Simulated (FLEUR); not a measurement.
Here is a FLEUR MaX-R8.1 (later development tree) calculation.

Contents of inp.xml:

```xml
<?xml version="1.0" encoding="UTF-8" standalone="no"?>
<fleurInput fleurInputVersion="0.39">
   <comment>
      TiO2                                                                                                
   </comment>
   <calculationSetup>
      <cutoffs Kmax="5.05" Gmax="15.7" GmaxXC="15.7" numbands="0"/>
      <scfLoop itmax="60" minDistance="0.00001" maxIterBroyd="15" imix="Anderson" alpha="0.05" precondParam="0.0" spinf="2.0" sdNocoIR="T"/>
      <coreElectrons ctail="T" frcor="F" kcrel="0" coretail_lmax="0"/>
      <xcFunctional name="vwn" relativisticCorrections="F"/>
      <magnetism jspins="1"/>
      <soc l_soc="F" theta="0.0" phi="0.0" spav="F"/>
      <expertModes spex="0" secvar="F"/>
      <geometryOptimization l_f="F" forcealpha="1.0" forcemix="BFGS" epsdisp="0.00001" epsforce="0.00001"/>
      <ldaU l_linMix="F" mixParam="0.05" spinf="1.0"/>
   </calculationSetup>
   <cell>
      <bzIntegration valenceElectrons="48.0" mode="hist" fermiSmearingEnergy="0.00183747">
         <kPointListSelection listName="default-1"/>
         <!-- k-points included here -->
         <xi:include xmlns:xi="http://www.w3.org/2001/XInclude" href="kpts.xml"> </xi:include>
      </bzIntegration>
      <!-- symmetry operations included here -->
      <xi:include xmlns:xi="http://www.w3.org/2001/XInclude" href="sym.xml"> </xi:include>
      <bulkLattice scale="1.0">
         <bravaisMatrix>
            <row-1>    8.6924327598839817     0.0000000000000000     0.0000000000000000</row-1>
            <row-2>    0.0000000000000000     8.6924327598839817     0.0000000000000000</row-2>
            <row-3>    0.0000000000000000     0.0000000000000000     5.5921031726025685</row-3>
         </bravaisMatrix>
      </bulkLattice>
   </cell>
   <atomSpecies>
      <species name="Titanium (Ti)" element="Ti" atomicNumber="22">
         <mtSphere radius="1.94" gridPoints="641" logIncrement="0.018"/>
         <atomicCutoffs lmax="8" lnonsphr="8"/>
         <electronConfig flipSpins="F">
            <coreConfig>(1s1/2) (2s1/2) (2p1/2) (2p3/2)</coreConfig>
            <valenceConfig>(3s1/2) (3p1/2) (3p3/2) (4s1/2) (3d3/2) (3d5/2)</valenceConfig>
            <stateOccupation state="(3d3/2)" spinUp="0.400000" spinDown="0.400000"/>
            <stateOccupation state="(3d5/2)" spinUp="0.600000" spinDown="0.600000"/>
         </electronConfig>
         <energyParameters s="4" p="4" d="3" f="4"/>
         <lo type="SCLO" l="0" n="3" eDeriv="0"/>
         <lo type="SCLO" l="1" n="3" eDeriv="0"/>
         <lo type="SCLO" l="1" n="3" eDeriv="1"/>
         <lo type="SCLO" l="2" n="3" eDeriv="2"/>
         <lo type="SCLO" l="3" n="4" eDeriv="2"/>
      </species>
      <species name="Oxygen (O)" element="O" atomicNumber="8">
         <mtSphere radius="1.48" gridPoints="489" logIncrement="0.022"/>
         <atomicCutoffs lmax="8" lnonsphr="8"/>
         <electronConfig flipSpins="F">
            <coreConfig>(1s1/2)</coreConfig>
            <valenceConfig>(2s1/2) (2p1/2) (2p3/2)</valenceConfig>
            <stateOccupation state="(2p1/2)" spinUp="0.666667" spinDown="0.666667"/>
            <stateOccupation state="(2p3/2)" spinUp="1.333333" spinDown="1.333333"/>
         </electronConfig>
         <energyParameters s="2" p="2" d="3" f="4"/>
         <lo type="SCLO" l="0" n="2" eDeriv="2"/>
         <lo type="SCLO" l="1" n="2" eDeriv="2"/>
         <lo type="SCLO" l="2" n="3" eDeriv="2"/>
      </species>
   </atomSpecies>
   <atomGroups>
      <atomGroup species="Titanium (Ti)">
         <relPos label="                   1">.0000000000 .0000000000 1.000/2.000</relPos>
         <relPos label="                   2">1.000/2.000 1.000/2.000 .0000000000</relPos>
         <force calculate="T" relaxXYZ="TTT"/>
      </atomGroup>
      <atomGroup species="Oxygen (O)">
         <relPos label="                   3">.3043213200 .3043213200 1.000/2.000</relPos>
         <relPos label="                   4">.1956786800 -.1956786800 .0000000000</relPos>
         <relPos label="                   5">-.1956786800 .1956786800 .0000000000</relPos>
         <relPos label="                   6">-.3043213200 -.3043213200 1.000/2.000</relPos>
         <force calculate="T" relaxXYZ="TTT"/>
      </atomGroup>
   </atomGroups>
   <output dos="F" band="F" slice="F">
      <checks vchk="F" cdinf="F"/>
      <bandDOS minEnergy="-.5*Htr" maxEnergy="0.5*Htr" sigma="0.015" storeEVData="T"/>
      <vacuumDOS vacdos="F" integ="F" star="F" nstars="0" locx1="0.0" locy1="0.0" locx2="0.0" locy2="0.0" nstm="0" tworkf="0.0"/>
      <unfoldingBand unfoldBand="F" supercellX="1" supercellY="1" supercellZ="1"/>
      <plotting iplot="0" polar="F">
         <plot TwoD="T" vec1="  1.0  0.0  0.0" vec2="  0.0  1.0  0.0" vec3="  0.0  0.0  1.0" zero="  0.0  0.0  0.0" file="plot"/>
      </plotting>
      <chargeDensitySlicing numkpt="0" minEigenval="0.0" maxEigenval="0.0" nnne="0" pallst="F"/>
      <specialOutput eonly="F"/>
      <moessbauerParams electricFieldGradient="T" isomerShift="T" coreHyperfine="T" valenceHyperfine="T"/>
      <magneticCircularDichroism mcd="F" energyLo="-10.0" energyUp="0.0"/>
   </output>
  <!-- We include the file relax.xml here to enable relaxations (see documentation) -->
  <xi:include xmlns:xi="http://www.w3.org/2001/XInclude" href="relax.xml"> <xi:fallback/> </xi:include>
</fleurInput>
```

The input crystal.txt:

```
TiO2
&input cartesian=F /
4.5998373239  0.0000000000  0.0000000000
0.0000000000  4.5998373239  0.0000000000
0.0000000000  0.0000000000  2.9592135600
1.8897261246
1.0 1.0 1.0

6
22 0.0000000000  0.0000000000  0.5000000000
22 0.5000000000  0.5000000000  0.0000000000
8 0.3043213200  0.3043213200  0.5000000000
8 0.1956786800  0.8043213200  0.0000000000
8 0.8043213200  0.1956786800  0.0000000000
8 0.6956786800  0.6956786800  0.5000000000

&kpt div1=6 div2=6 div3=9 gamma=T /
```

The input inp.xml (bands):

```
<?xml version="1.0" encoding="UTF-8" standalone="no"?>
<fleurInput fleurInputVersion="0.39">
   <comment>
      TiO2                                                                                                
   </comment>
   <calculationSetup>
      <cutoffs Kmax="5.05" Gmax="15.7" GmaxXC="15.7" numbands="0"/>
      <scfLoop itmax="60" minDistance="0.00001" maxIterBroyd="15" imix="Anderson" alpha="0.05" precondParam="0.0" spinf="2.0" sdNocoIR="T"/>
      <coreElectrons ctail="T" frcor="F" kcrel="0" coretail_lmax="0"/>
      <xcFunctional name="vwn" relativisticCorrections="F"/>
      <magnetism jspins="1"/>
      <soc l_soc="F" theta="0.0" phi="0.0" spav="F"/>
      <expertModes spex="0" secvar="F"/>
      <geometryOptimization l_f="F" forcealpha="1.0" forcemix="BFGS" epsdisp="0.00001" epsforce="0.00001"/>
      <ldaU l_linMix="F" mixParam="0.05" spinf="1.0"/>
   </calculationSetup>
   <cell>
      <bzIntegration valenceElectrons="48.0" mode="hist" fermiSmearingEnergy="0.00183747">
         <kPointListSelection listName="path-1"/>
         <!-- k-points included here -->
         <xi:include xmlns:xi="http://www.w3.org/2001/XInclude" href="kpts.xml"> </xi:include>
      </bzIntegration>
      <!-- symmetry operations included here -->
      <xi:include xmlns:xi="http://www.w3.org/2001/XInclude" href="sym.xml"> </xi:include>
      <bulkLattice scale="1.0">
         <bravaisMatrix>
            <row-1>    8.6924327598839817     0.0000000000000000     0.0000000000000000</row-1>
            <row-2>    0.0000000000000000     8.6924327598839817     0.0000000000000000</row-2>
            <row-3>    0.0000000000000000     0.0000000000000000     5.5921031726025685</row-3>
         </bravaisMatrix>
      </bulkLattice>
   </cell>
   <atomSpecies>
      <species name="Titanium (Ti)" element="Ti" atomicNumber="22">
         <mtSphere radius="1.94" gridPoints="641" logIncrement="0.018"/>
         <atomicCutoffs lmax="8" lnonsphr="8"/>
         <electronConfig flipSpins="F">
            <coreConfig>(1s1/2) (2s1/2) (2p1/2) (2p3/2)</coreConfig>
            <valenceConfig>(3s1/2) (3p1/2) (3p3/2) (4s1/2) (3d3/2) (3d5/2)</valenceConfig>
            <stateOccupation state="(3d3/2)" spinUp="0.400000" spinDown="0.400000"/>
            <stateOccupation state="(3d5/2)" spinUp="0.600000" spinDown="0.600000"/>
         </electronConfig>
         <energyParameters s="4" p="4" d="3" f="4"/>
         <lo type="SCLO" l="0" n="3" eDeriv="0"/>
         <lo type="SCLO" l="1" n="3" eDeriv="0"/>
         <lo type="SCLO" l="1" n="3" eDeriv="1"/>
         <lo type="SCLO" l="2" n="3" eDeriv="2"/>
         <lo type="SCLO" l="3" n="4" eDeriv="2"/>
      </species>
      <species name="Oxygen (O)" element="O" atomicNumber="8">
         <mtSphere radius="1.48" gridPoints="489" logIncrement="0.022"/>
         <atomicCutoffs lmax="8" lnonsphr="8"/>
         <electronConfig flipSpins="F">
            <coreConfig>(1s1/2)</coreConfig>
            <valenceConfig>(2s1/2) (2p1/2) (2p3/2)</valenceConfig>
            <stateOccupation state="(2p1/2)" spinUp="0.666667" spinDown="0.666667"/>
            <stateOccupation state="(2p3/2)" spinUp="1.333333" spinDown="1.333333"/>
         </electronConfig>
         <energyParameters s="2" p="2" d="3" f="4"/>
         <lo type="SCLO" l="0" n="2" eDeriv="2"/>
         <lo type="SCLO" l="1" n="2" eDeriv="2"/>
         <lo type="SCLO" l="2" n="3" eDeriv="2"/>
      </species>
   </atomSpecies>
   <atomGroups>
      <atomGroup species="Titanium (Ti)">
         <relPos label="                   1">.0000000000 .0000000000 1.000/2.000</relPos>
         <relPos label="                   2">1.000/2.000 1.000/2.000 .0000000000</relPos>
         <force calculate="T" relaxXYZ="TTT"/>
      </atomGroup>
      <atomGroup species="Oxygen (O)">
         <relPos label="                   3">.3043213200 .3043213200 1.000/2.000</relPos>
         <relPos label="                   4">.1956786800 -.1956786800 .0000000000</relPos>
         <relPos label="                   5">-.1956786800 .1956786800 .0000000000</relPos>
         <relPos label="                   6">-.3043213200 -.3043213200 1.000/2.000</relPos>
         <force calculate="T" relaxXYZ="TTT"/>
      </atomGroup>
   </atomGroups>
   <output dos="F" band="T" slice="F">
      <checks vchk="F" cdinf="F"/>
      <bandDOS minEnergy="-.5*Htr" maxEnergy="0.5*Htr" sigma="0.015" storeEVData="T"/>
      <vacuumDOS vacdos="F" integ="F" star="F" nstars="0" locx1="0.0" locy1="0.0" locx2="0.0" locy2="0.0" nstm="0" tworkf="0.0"/>
      <unfoldingBand unfoldBand="F" supercellX="1" supercellY="1" supercellZ="1"/>
      <plotting iplot="0" polar="F">
         <plot TwoD="T" vec1="  1.0  0.0  0.0" vec2="  0.0  1.0  0.0" vec3="  0.0  0.0  1.0" zero="  0.0  0.0  0.0" file="plot"/>
      </plotting>
      <chargeDensitySlicing numkpt="0" minEigenval="0.0" maxEigenval="0.0" nnne="0" pallst="F"/>
      <specialOutput eonly="F"/>
      <moessbauerParams electricFieldGradient="T" isomerShift="T" coreHyperfine="T" valenceHyperfine="T"/>
      <magneticCircularDichroism mcd="F" energyLo="-10.0" energyUp="0.0"/>
   </output>
  <!-- We include the file relax.xml here to enable relaxations (see documentation) -->
  <xi:include xmlns:xi="http://www.w3.org/2001/XInclude" href="relax.xml"> <xi:fallback/> </xi:include>
</fleurInput>
```

Potentials or basis: all-electron, FLAPW.

Run with:

```bash
$ inpgen -f crystal.txt -profile fastHighL
$ # inp.xml edited to the form shown
$ mpirun -n 4 fleur_MPI -pe_per_kpt 1
$ mpirun -n 4 fleur_MPI -pe_per_kpt 1   # second run, on inp.xml (bands)
```

**Question.** Estimate the band gap on the k mesh.

**Answer.** 1.77 eV, direct.

**Question.** Estimate the band gap along the path.

**Answer.** 1.77 eV, direct.

Core levels (eV from the Fermi level):
```
atom                                                   levels
1 Ti  1s1/2 -4849.2, 2s1/2 -530.0, 2p1/2 -442.3, 2p3/2 -436.5
2 Ti  1s1/2 -4849.2, 2s1/2 -530.0, 2p1/2 -442.3, 2p3/2 -436.5
 3 O                                             1s1/2 -500.5
 4 O                                             1s1/2 -500.5
 5 O                                             1s1/2 -500.5
 6 O                                             1s1/2 -500.5
```

**The experiment to reproduce.**

From “Shallow Valence Band of Rutile GeO2 and P-type Doping”, 2020, arxiv:2011.08928, for a bulk crystal of TiO2 at 1.6 K: band gap 3.03 eV (direct).

Measured gap of TiO2: 3.03 eV (direct; 1.6 K; quoted in “Shallow Valence Band of Rutile GeO2 and P-type Doping”, 2020, arxiv:2011.08928). This calculation gives 1.77 eV (-1.26 eV). 2 values of this kind are on record in papers (3.03 to 3.05 eV); this one was drawn at random among those near their median. The value is that of LDA, without temperature or zero-point motion. Semilocal functionals fall short of measured gaps as a rule. The cell is a database's relaxed one, not the measured one, which moves gaps too.
